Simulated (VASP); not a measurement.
# BAs (F-43m) in VASP: settings compared

Aim: see how the results for BAs move with the level of theory and the settings. Levels: PBE, RPBE, r2SCAN, MS2. Tasks: single point, relaxation of cell and atoms.

Program: VASP 6.6.1. These are calculated values, not measurements. Logs are shortened: lines on timing, memory, paths and dates and some standing lists are left out, and cuts for length are marked.

## (1) The structure

The structure is cubic, space group F-43m (No. 216). Conventional cell: a = 4.777 Å, b = 4.777 Å, c = 4.777 Å, α = 90.00°, β = 90.00°, γ = 90.00°. Around As (site symmetry -43m) lie 4 B at 2.07 Å. Around B (site symmetry -43m) lie 4 As at 2.07 Å.

## (2) Single point, PBE

File INCAR:

```
SYSTEM = BAs
ALGO = Normal ; EDIFF = 1E-6
ENCUT = 520 ; GGA = PE
ISIF = 2 ; ISMEAR = 0
LASPH = .True. ; LCHARG = .False.
LREAL = .False. ; LWAVE = .False.
NBANDS = 11 ; NELM = 100
PREC = Accurate ; SIGMA = 0.016
```

File KPOINTS:

```
k-points
0
Gamma
  10 10 10
  0 0 0
```

File POSCAR:

```
BAs
1.0
    0.0000000000      2.3885000000      2.3885000000
    2.3885000000      0.0000000000      2.3885000000
    2.3885000000      2.3885000000      0.0000000000
As B
1 1
Direct
    0.7500000000      0.7500000000      0.7500000000
    0.0000000000      0.0000000000      0.0000000000
```

Potentials or basis: VASP PAW PBE potentials, release 64 (As, B).

Command:

```
$ cat potpaw_PBE.64/As/POTCAR potpaw_PBE.64/B/POTCAR > POTCAR
$ mpirun -np 1 vasp_std > vasp.out
```

OUTCAR:

```text
SYSTEM = BAs
   EDIFF = 1E-6
   ENCUT = 520
   GGA = PE
   ISIF = 2
   ISMEAR = 0
   LASPH = .True.
   LREAL = .False.
   NELM = 100
   PREC = Accurate

 ion  position               nearest neighbor table
   1  0.750  0.750  0.750-   2 2.07   2 2.07   2 2.07   2 2.07
   2  0.000  0.000  0.000-   1 2.07   1 2.07   1 2.07   1 2.07

  LATTYP: Found a face centered cubic cell.
 ALAT       =     4.7770000000

  Lattice vectors:

 A1 = (   0.0000000000,   2.3885000000,   2.3885000000)
 A2 = (   2.3885000000,   0.0000000000,   2.3885000000)
 A3 = (   2.3885000000,   2.3885000000,   0.0000000000)

Analysis of symmetry for initial positions (statically):
=====================================================================
 Subroutine PRICEL returns:
 Original cell was already a primitive cell.

 Routine SETGRP: Setting up the symmetry group for a
 face centered cubic supercell.

 Subroutine GETGRP returns: Found 24 space group operations
 (whereof 24 operations were pure point group operations)
 out of a pool of 48 trial point group operations.

The static configuration has the point symmetry T_d .

Analysis of symmetry for dynamics (positions and initial velocities):
=====================================================================
 Subroutine PRICEL returns:
 Original cell was already a primitive cell.

 Routine SETGRP: Setting up the symmetry group for a
 face centered cubic supercell.

 Subroutine GETGRP returns: Found 24 space group operations
 (whereof 24 operations were pure point group operations)
 out of a pool of 48 trial point group operations.

The dynamic configuration has the point symmetry T_d .

 Subroutine INISYM returns: Found 24 space group operations
 (whereof 24 operations are pure point group operations),
 and found     1 'primitive' translations

----------------------------------------------------------------------------------------

                                     Primitive cell

  volume of cell :      27.2525

  direct lattice vectors                    reciprocal lattice vectors
     0.000000000  2.388500000  2.388500000    -0.209336404  0.209336404  0.209336404
     2.388500000  0.000000000  2.388500000     0.209336404 -0.209336404  0.209336404
     2.388500000  2.388500000  0.000000000     0.209336404  0.209336404 -0.209336404

  length of vectors
     3.377849094  3.377849094  3.377849094     0.362581287  0.362581287  0.362581287

  position of ions in fractional coordinates (direct lattice)
     0.750000000  0.750000000  0.750000000
     0.000000000  0.000000000  0.000000000

  ion indices of the primitive-cell ions
   primitive index   ion index
                 1           1
                 2           2

----------------------------------------------------------------------------------------

 KPOINTS: k-points

Automatic generation of k-mesh.
 Grid dimensions read from file:
 generate k-points for:   10   10   10

 Generating k-lattice:

  Cartesian coordinates                     Fractional coordinates (reciprocal lattice)
    -0.020933640  0.020933640  0.020933640     0.100000000  0.000000000  0.000000000
     0.020933640 -0.020933640  0.020933640     0.000000000  0.100000000  0.000000000
     0.020933640  0.020933640 -0.020933640     0.000000000  0.000000000  0.100000000

  Length of vectors
     0.036258129  0.036258129  0.036258129

  Shift w.r.t. Gamma in fractional coordinates (k-lattice)
     0.000000000  0.000000000  0.000000000

 Subroutine IBZKPT returns following result:
 ===========================================

 Found     47 irreducible k-points:

 Following reciprocal coordinates:
            Coordinates               Weight
  0.000000  0.000000  0.000000      1.000000
  0.100000  0.000000  0.000000      8.000000
  0.200000  0.000000  0.000000      8.000000
  0.300000  0.000000  0.000000      8.000000
  0.400000  0.000000  0.000000      8.000000
  0.500000  0.000000  0.000000      4.000000
[... 39 lines left out ...]
 -0.300000  0.400000  0.200000     24.000000
 -0.300000  0.500000  0.200000     12.000000
   k-points           NKPTS =     47   k-points in BZ     NKDIM =     47   number of bands    NBANDS=     11
   number of dos      NEDOS =    301   number of ions     NIONS =      2
   total plane-waves  NPLWV =  21952
   dimension x,y,z NGX =    28 NGY =   28 NGZ =   28
   dimension x,y,z NGXF=    56 NGYF=   56 NGZF=   56
   ions per type =               1   1
   NGX,Y,Z   is equivalent  to a cutoff of  13.78, 13.78, 13.78 a.u.
   NGXF,Y,Z  is equivalent  to a cutoff of  27.56, 27.56, 27.56 a.u.
 SYSTEM =  BAs
   PREC   = accura    normal or accurate (medium, high low for compatibility)
   ISTART =      0    job   : 0-new  1-cont  2-samecut
   ICHARG =      2    charge: 1-file 2-atom 10-const
   ISPIN  =      1    spin polarized calculation?
   LNONCOLLINEAR =      F non collinear calculations
   LSORBIT =      F    spin-orbit coupling
   LASPH  =      T    aspherical Exc in radial PAW
   ENCUT  =  520.0 eV  38.22 Ry    6.18 a.u.   6.28  6.28  6.28*2*pi/ulx,y,z
   NELM   =    100;   NELMIN=  2; NELMDL= -5     # of ELM steps
   EDIFF  = 0.1E-05   stopping-criterion for ELM
   LREAL  =      F    real-space projection
   EDIFFG = 0.1E-04   stopping-criterion for IOM
   NSW    =      0    number of steps for IOM
   IBRION =     -1    ionic relax: 0-MD 1-quasi-New 2-CG
   NFREE  =      0    steps in history (QN), initial steepest desc. (CG)
   ISIF   =      2    stress and relaxation
   ISYM   =      2    0-nonsym 1-usesym 2-fastsym
   POTIM  = 0.5000    time-step for ionic-motion
   TEBEG  =    0.0;   TEEND  =   0.0 temperature during run
   PSTRESS=    0.0 pullay stress
   NELECT =       8.0000    total number of electrons
   NUPDOWN=      -1.0000    fix difference up-down
   EMIN   =  10.00;   EMAX   =-10.00  energy-range for DOS
   EFERMI =   0.00;   METHOD = LEGACY
   ISMEAR =     0;   SIGMA  =   0.02  broadening in eV -4-tet -1-fermi 0-gaus
   EFERMI_NEDOS =   21; number of points for ismear=-14 and -15
   IALGO  =     38    algorithm
   IMIX   =      4    mixing-type and parameters
     AMIX     =   0.40;   BMIX     =  1.00
     AMIX_MAG =   1.60;   BMIX_MAG =  1.00
  volume/ion in A,a.u.               =      13.63        91.95
  Fermi-wavevector in a.u.,A,eV,Ry     =   1.088018  2.056057 16.106360  1.183784
  Thomas-Fermi vector in A             =   2.224191
   LORBIT       =      0    0 simple, 1 ext, 2 COOP (PROOUT), +10 PAW based schemes
   GGA     = PE    functional components
   LHFCALC =     F    Hartree Fock is set to
   AEXX    =    0.0000 exact exchange contribution
   IVDW    =     0    specifies the selected vdW correction
   LEPSILON=     F    determine dielectric tensor
   LRPA    =     F    only Hartree local field effects (RPA)
 non-spin polarized calculation
 Gauss-broadening in eV      SIGMA  =   0.02
  energy-cutoff  :      520.00
  volume of cell :       27.25
 maximum number of plane-waves:       754
 NGX is ok and might be reduce to    28
   NGX = 13   NGY = 13   NGZ = 13

 number of electron       8.0000000 magnetization

 Free energy of the ion-electron system (eV)
  ---------------------------------------------------
  ext. energy  EPLUGINS =         0.00000000
  ---------------------------------------------------
  free energy    TOTEN  =       -11.40640277 eV

  energy without entropy =      -11.40640277  energy(sigma->0) =      -11.40640277

 E-fermi :   6.2385     XC(G=0): -10.5843

 val. band max:        6.1263304018   @ k =   0.0000   0.0000   0.0000
 cond. band min:       7.3017620040   @ k =   0.4000   0.4000   0.0000
 fundamental gap:      1.1754316022
 Fermi energy:         6.2385213397

 k-point     1 :       0.0000    0.0000    0.0000
  band No.  band energies     occupation
      1      -9.2749      2.00000
      2       6.1263      2.00000
      3       6.1263      2.00000
      4       6.1263      2.00000
      5       9.4028      0.00000
      6       9.4028      0.00000
      7       9.4028      0.00000
      8      10.8131      0.00000
      9      15.7090      0.00000
     10      19.0768      0.00000
     11      19.0768      0.00000

 k-point     2 :       0.1000    0.0000    0.0000
  band No.  band energies     occupation
      1      -9.1107      2.00000
      2       4.7309      2.00000
      3       5.8247      2.00000
      4       5.8247      2.00000
      5       9.5502      0.00000
      6       9.8001      0.00000
      7       9.8001      0.00000
      8      11.6850      0.00000
      9      16.3542      0.00000
     10      18.0093      0.00000
     11      18.0093      0.00000

 k-point     3 :       0.2000    0.0000    0.0000
  band No.  band energies     occupation
      1      -8.6264      2.00000
      2       2.3655      2.00000
      3       5.2500      2.00000
      4       5.2500      2.00000
      5       9.3351      0.00000
      6      10.5171      0.00000
      7      10.5171      0.00000
      8      13.3083      0.00000
      9      17.2898      0.00000
     10      17.2898      0.00000
     11      17.3527      0.00000

 k-point     4 :       0.3000    0.0000    0.0000
  band No.  band energies     occupation
      1      -7.8583      2.00000
      2       0.0738      2.00000
      3       4.7417      2.00000
      4       4.7417      2.00000
      5       9.0631      0.00000
      6      10.9192      0.00000
      7      10.9192      0.00000
      8      14.5734      0.00000
      9      17.4744      0.00000
     10      17.7372      0.00000
     11      17.7372      0.00000

 k-point     5 :       0.4000    0.0000    0.0000
  band No.  band energies     occupation
      1      -6.9395      2.00000
      2      -1.8018      2.00000
      3       4.4157      2.00000
      4       4.4157      2.00000
      5       8.8806      0.00000
      6      10.9452      0.00000
      7      10.9452      0.00000
      8      14.9864      0.00000
      9      18.1879      0.00000
     10      19.2604      0.00000
     11      19.2604      0.00000
[... 435 lines left out ...]
 k-point    37 :       0.5000    0.3000    0.1000
  band No.  band energies     occupation
      1      -6.3278      2.00000
      2      -0.9421      2.00000
      3       1.4895      2.00000
      4       2.7193      2.00000
      5       9.2031      0.00000
      6      11.2532      0.00000
      7      12.6929      0.00000
      8      15.0956      0.00000
      9      17.9321      0.00000
     10      20.5922      0.00000
     11      22.2247      0.00000

 k-point    38 :      -0.4000    0.3000    0.1000
  band No.  band energies     occupation
      1      -5.6357      2.00000
      2      -1.9274      2.00000
      3       0.9840      2.00000
      4       2.6352      2.00000
      5       9.4875      0.00000
      6      12.0336      0.00000
      7      13.2687      0.00000
      8      15.0897      0.00000
      9      16.7521      0.00000
     10      20.5176      0.00000
     11      22.2466      0.00000

 k-point    39 :      -0.3000    0.3000    0.1000
  band No.  band energies     occupation
      1      -5.8332      2.00000
      2      -1.6394      2.00000
      3       0.7519      2.00000
      4       2.9726      2.00000
      5       9.8816      0.00000
      6      11.7900      0.00000
      7      13.4553      0.00000
      8      15.2324      0.00000
      9      16.2587      0.00000
     10      19.0532      0.00000
     11      22.3631      0.00000

 k-point    40 :      -0.2000    0.3000    0.1000
  band No.  band energies     occupation
      1      -6.6530      2.00000
      2      -0.5429      2.00000
      3       1.1149      2.00000
      4       3.5824      2.00000
      5      10.2717      0.00000
      6      11.3533      0.00000
      7      12.3777      0.00000
      8      14.3419      0.00000
      9      17.0806      0.00000
     10      18.8929      0.00000
     11      21.9304      0.00000

 [... further k-points ...]

------------------------ aborting loop because EDIFF is reached ----------------------------------------

  FORCE on cell =-STRESS in cart. coord.  units (eV):
  Direction    XX          YY          ZZ          XY          YZ          ZX
  --------------------------------------------------------------------------------------
  -------------------------------------------------------------------------------------
  Total        0.5824743      0.5824743      0.5824743      0.0000000      0.0000000      0.0000000
  in kB       34.2437715     34.2437715     34.2437715      0.0000000      0.0000000      0.0000000
  external PRESSURE =      34.2437715 kB  Pullay stress =       0.0000000 kB

 VOLUME and BASIS-vectors are now :
 -----------------------------------------------------------------------------
  energy-cutoff  :      520.00
  volume of cell :       27.25
      direct lattice vectors                 reciprocal lattice vectors
     0.000000000  2.388500000  2.388500000    -0.209336404  0.209336404  0.209336404
     2.388500000  0.000000000  2.388500000     0.209336404 -0.209336404  0.209336404
     2.388500000  2.388500000  0.000000000     0.209336404  0.209336404 -0.209336404

 POSITION                                       TOTAL-FORCE (eV/Angst)
 -----------------------------------------------------------------------------------
      3.58275      3.58275      3.58275         0.000000      0.000000      0.000000
      0.00000      0.00000      0.00000        -0.000000     -0.000000     -0.000000
 -----------------------------------------------------------------------------------
    total drift:                                0.000000      0.000000      0.000000

  FREE ENERGIE OF THE ION-ELECTRON SYSTEM (eV)
  ---------------------------------------------------
  free  energy   TOTEN  =       -11.4064027662 eV

  energy  without entropy=      -11.4064027662  energy(sigma->0) =      -11.40640277
```

Run time: 26 s. Hardware: 1 thread of Intel Xeon Platinum 8488C (Sapphire Rapids), shared host; peak memory 0.15 GiB.

What came out:

- Free energy: -11.4064 eV
- Pressure: 3.4 GPa
- Band gap on the k mesh: 1.18 eV, indirect (least direct gap 3.28 eV)

(Part 1 of 2 ends here.)
